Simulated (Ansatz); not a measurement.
# O started in the second kind of void in corundum Al2O3, 121 atoms, charge 0

Aim: let the atoms about the defect relax, then find its formation energy and its levels in the gap by PBEsol, HSE06 and r²SCAN.

Program: Ansatz 0.2.0, PAW, plane waves. These are calculated values, not measurements.

## (1) Starting point

121 atoms (48 Al, 73 O); a = 9.548 Å, b = 9.548 Å, c = 13.014 Å, α = 90.00°, β = 90.00°, γ = 120.00°. All atoms were shaken off their sites by about 0.02 Å along each axis. Defect site 1: (0.502, 0.478, 0.507).

The runs, in order: (2) PBEsol relaxation at the single k point (¼, ¼, ¼), on 1 × NVIDIA GB200 with 8 threads of Arm Neoverse-V2; (3) HSE06 single point at the single k point (¼, ¼, ¼), on 1 × NVIDIA GB200 with 8 threads of Arm Neoverse-V2; (4) r²SCAN single point at the single k point (¼, ¼, ¼), on 1 × NVIDIA GB200 with 8 threads of Arm Neoverse-V2.

## (2) Relaxing the atoms with PBEsol

File in.yaml:

```yaml
crystal:
  lattice:
    - [9.547862, 0.000000, 0.000000]
    - [-4.773931, 8.268691, 0.000000]
    - [0.000000, 0.000000, 13.013576]
  atoms:
    - { symbol: Al, position: [0.330406, 0.168674, 0.185690] }
    - { symbol: Al, position: [0.331245, 0.667316, 0.183752] }
    - { symbol: Al, position: [0.829485, 0.167290, 0.185579] }
    - { symbol: Al, position: [0.828178, 0.664173, 0.185452] }
    - { symbol: Al, position: [0.166380, 0.334780, 0.019908] }
    - { symbol: Al, position: [0.167492, 0.838366, 0.016167] }
    - { symbol: Al, position: [0.662553, 0.332478, 0.018486] }
    - { symbol: Al, position: [0.668671, 0.834471, 0.018881] }
    - { symbol: Al, position: [0.167342, 0.331834, 0.314643] }
    - { symbol: Al, position: [0.169747, 0.836295, 0.315390] }
    - { symbol: Al, position: [0.666928, 0.335221, 0.311902] }
    - { symbol: Al, position: [0.668973, 0.831625, 0.315788] }
    - { symbol: Al, position: [0.166334, 0.335253, 0.520512] }
    - { symbol: Al, position: [0.167964, 0.832855, 0.520151] }
    - { symbol: Al, position: [0.669300, 0.333915, 0.517443] }
    - { symbol: Al, position: [0.664851, 0.832225, 0.521271] }
    - { symbol: Al, position: [0.003985, 0.000498, 0.352318] }
    - { symbol: Al, position: [0.001606, 0.499973, 0.351384] }
    - { symbol: Al, position: [0.500992, 0.996565, 0.353480] }
    - { symbol: Al, position: [0.503429, 0.501657, 0.351407] }
    - { symbol: Al, position: [0.003129, 0.000826, 0.147765] }
    - { symbol: Al, position: [0.995738, 0.497027, 0.148055] }
    - { symbol: Al, position: [0.498016, 0.996944, 0.149570] }
    - { symbol: Al, position: [0.501152, 0.497812, 0.145874] }
    - { symbol: Al, position: [0.996473, 0.000773, 0.646090] }
    - { symbol: Al, position: [0.000892, 0.500752, 0.649048] }
    - { symbol: Al, position: [0.494219, 0.996992, 0.646936] }
    - { symbol: Al, position: [0.498426, 0.497180, 0.647899] }
    - { symbol: Al, position: [0.998242, 0.997127, 0.851797] }
    - { symbol: Al, position: [0.005093, 0.505778, 0.850008] }
    - { symbol: Al, position: [0.498154, 0.003272, 0.851935] }
    - { symbol: Al, position: [0.500027, 0.500428, 0.850948] }
    - { symbol: Al, position: [0.331194, 0.163145, 0.685072] }
    - { symbol: Al, position: [0.335365, 0.670439, 0.685918] }
    - { symbol: Al, position: [0.829253, 0.167245, 0.686825] }
    - { symbol: Al, position: [0.834897, 0.667107, 0.685242] }
    - { symbol: Al, position: [0.331177, 0.161523, 0.483783] }
    - { symbol: Al, position: [0.331385, 0.665181, 0.479049] }
    - { symbol: Al, position: [0.831901, 0.163755, 0.480915] }
    - { symbol: Al, position: [0.836700, 0.663881, 0.480992] }
    - { symbol: Al, position: [0.331499, 0.164995, 0.981654] }
    - { symbol: Al, position: [0.332342, 0.664613, 0.982760] }
    - { symbol: Al, position: [0.833009, 0.169039, 0.979369] }
    - { symbol: Al, position: [0.831659, 0.666216, 0.983520] }
    - { symbol: Al, position: [0.166786, 0.336975, 0.814398] }
    - { symbol: Al, position: [0.167132, 0.833365, 0.816621] }
    - { symbol: Al, position: [0.665895, 0.334800, 0.814558] }
    - { symbol: Al, position: [0.664698, 0.831738, 0.811850] }
    - { symbol: O, position: [0.155478, 0.999751, 0.251443] }
    - { symbol: O, position: [0.152660, 0.500798, 0.246958] }
    - { symbol: O, position: [0.647699, 0.000317, 0.251192] }
    - { symbol: O, position: [0.651088, 0.501255, 0.251938] }
    - { symbol: O, position: [0.332113, 0.013444, 0.083622] }
    - { symbol: O, position: [0.334163, 0.516257, 0.083664] }
    - { symbol: O, position: [0.829626, 0.008275, 0.084103] }
    - { symbol: O, position: [0.834289, 0.517874, 0.086298] }
    - { symbol: O, position: [0.000815, 0.152883, 0.250439] }
    - { symbol: O, position: [0.000113, 0.649126, 0.249709] }
    - { symbol: O, position: [0.503428, 0.155376, 0.250559] }
    - { symbol: O, position: [0.502392, 0.650645, 0.249896] }
    - { symbol: O, position: [0.348189, 0.350477, 0.248762] }
    - { symbol: O, position: [0.349540, 0.847904, 0.250403] }
    - { symbol: O, position: [0.847289, 0.346096, 0.247745] }
    - { symbol: O, position: [0.845584, 0.847923, 0.249422] }
    - { symbol: O, position: [0.177575, 0.163529, 0.082313] }
    - { symbol: O, position: [0.178079, 0.665119, 0.083924] }
    - { symbol: O, position: [0.680218, 0.165526, 0.081467] }
    - { symbol: O, position: [0.681050, 0.666833, 0.082895] }
    - { symbol: O, position: [0.174571, 0.011129, 0.584462] }
    - { symbol: O, position: [0.182356, 0.514196, 0.583837] }
    - { symbol: O, position: [0.678200, 0.010078, 0.585527] }
    - { symbol: O, position: [0.678334, 0.512896, 0.583529] }
    - { symbol: O, position: [0.166684, 0.178900, 0.418655] }
    - { symbol: O, position: [0.164134, 0.679388, 0.417117] }
    - { symbol: O, position: [0.666425, 0.177254, 0.415994] }
    - { symbol: O, position: [0.666564, 0.682976, 0.414451] }
    - { symbol: O, position: [0.014917, 0.335213, 0.416863] }
    - { symbol: O, position: [0.014495, 0.830564, 0.415799] }
    - { symbol: O, position: [0.516742, 0.331978, 0.415294] }
    - { symbol: O, position: [0.516008, 0.835664, 0.418423] }
    - { symbol: O, position: [0.013870, 0.177224, 0.918737] }
    - { symbol: O, position: [0.008627, 0.677516, 0.916484] }
    - { symbol: O, position: [0.508177, 0.177892, 0.916243] }
    - { symbol: O, position: [0.513448, 0.678151, 0.917841] }
    - { symbol: O, position: [0.998225, 0.345223, 0.749950] }
    - { symbol: O, position: [0.997111, 0.845770, 0.751979] }
    - { symbol: O, position: [0.497932, 0.348507, 0.753242] }
    - { symbol: O, position: [0.494845, 0.844294, 0.747054] }
    - { symbol: O, position: [0.485497, 0.322088, 0.084902] }
    - { symbol: O, position: [0.484433, 0.817321, 0.084182] }
    - { symbol: O, position: [0.987059, 0.320579, 0.085724] }
    - { symbol: O, position: [0.983479, 0.818010, 0.083074] }
    - { symbol: O, position: [0.486111, 0.167044, 0.585781] }
    - { symbol: O, position: [0.487979, 0.666645, 0.583610] }
    - { symbol: O, position: [0.981408, 0.167327, 0.583683] }
    - { symbol: O, position: [0.986035, 0.661748, 0.584587] }
    - { symbol: O, position: [0.334328, 0.322478, 0.582107] }
    - { symbol: O, position: [0.332363, 0.821360, 0.583362] }
    - { symbol: O, position: [0.832790, 0.320149, 0.582311] }
    - { symbol: O, position: [0.832288, 0.817443, 0.584083] }
    - { symbol: O, position: [0.322784, 0.490251, 0.417497] }
    - { symbol: O, position: [0.319904, 0.988833, 0.419458] }
    - { symbol: O, position: [0.821965, 0.489322, 0.417915] }
    - { symbol: O, position: [0.819121, 0.988384, 0.420183] }
    - { symbol: O, position: [0.318104, 0.336009, 0.917294] }
    - { symbol: O, position: [0.313688, 0.831261, 0.914124] }
    - { symbol: O, position: [0.822663, 0.330784, 0.920064] }
    - { symbol: O, position: [0.823802, 0.837199, 0.917094] }
    - { symbol: O, position: [0.348532, 0.003261, 0.752215] }
    - { symbol: O, position: [0.347393, 0.501088, 0.751629] }
    - { symbol: O, position: [0.846417, 0.998774, 0.749667] }
    - { symbol: O, position: [0.843337, 0.496577, 0.751381] }
    - { symbol: O, position: [0.155098, 0.156854, 0.749966] }
    - { symbol: O, position: [0.153262, 0.651858, 0.749275] }
    - { symbol: O, position: [0.656906, 0.157227, 0.750643] }
    - { symbol: O, position: [0.658103, 0.654601, 0.750078] }
    - { symbol: O, position: [0.166612, 0.491033, 0.916616] }
    - { symbol: O, position: [0.167597, 0.982911, 0.920209] }
    - { symbol: O, position: [0.664995, 0.483433, 0.915035] }
    - { symbol: O, position: [0.665980, 0.984223, 0.912781] }
    - { symbol: O, position: [0.500481, 0.476906, 0.505810] }
  symmetry: { detect: false }
kpoints:
  mp_grid: { grid: [1, 1, 1], shift: [0.25, 0.25, 0.25] }
hamiltonian:
  xc: pbesol
scf:
  occupations: { method: fermi_dirac, width: 0.01 }
relax:
  f_tol: 0.03
  max_steps: 80
  escape_saddle: false
  adjacent_minimum: "off"
output:
  forces: true
  eigenvalues: true
  populations: true
```

On the command line:

```sh
$ ansatz run in.yaml --threads 8 --pin off --max-ram 118750MiB --runs-dir r --events-out ev --progress --plain --backend cuda --devices 0, --max-vram 170GiB
```

Further steps of the session: HSE06 on the final geometry; r²SCAN single point.

Q: Predict the outcome of this session. Wanted: for each run, formation energy; host gap; top filled to lowest empty.

**Answer**, as computed:

```
             level         time  formation energy (eV)  host gap (eV)  top filled to lowest empty (eV)
PBEsol, relaxation   15 s (GPU)                   3.80           6.03                             5.46
             HSE06   23 s (GPU)                   4.13           8.00                             8.01
            r²SCAN  4.2 s (GPU)                   4.08           7.02                             6.27
```

```
     quantity                              value
   relaxation  14 recorded steps, 5.99 eV gained
largest shift                      1.10 Å (O121)
```

**Reading.** The relaxation lowers the energy by 5.99 eV; the largest shift is 1.10 Å (O121). The formation energy goes from 3.80 eV (PBEsol) to 4.13 eV (HSE06). The reservoirs are the elements' reference phases; where the defect changes the composition, the value depends on that choice. r²SCAN puts 2 localised levels over 0.1 eV inside the gap, at 0.36 (filled), 0.76 (filled) eV, the tightest of them shared by about 4 atoms. Exact exchange costs time: HSE06 ran about 5.5 times as long as r²SCAN on the same kind of device. The host's edges were read at Γ, so band-like levels at this k point need not coincide with them. Finite-cell errors of some tenths of an eV remain in such numbers.
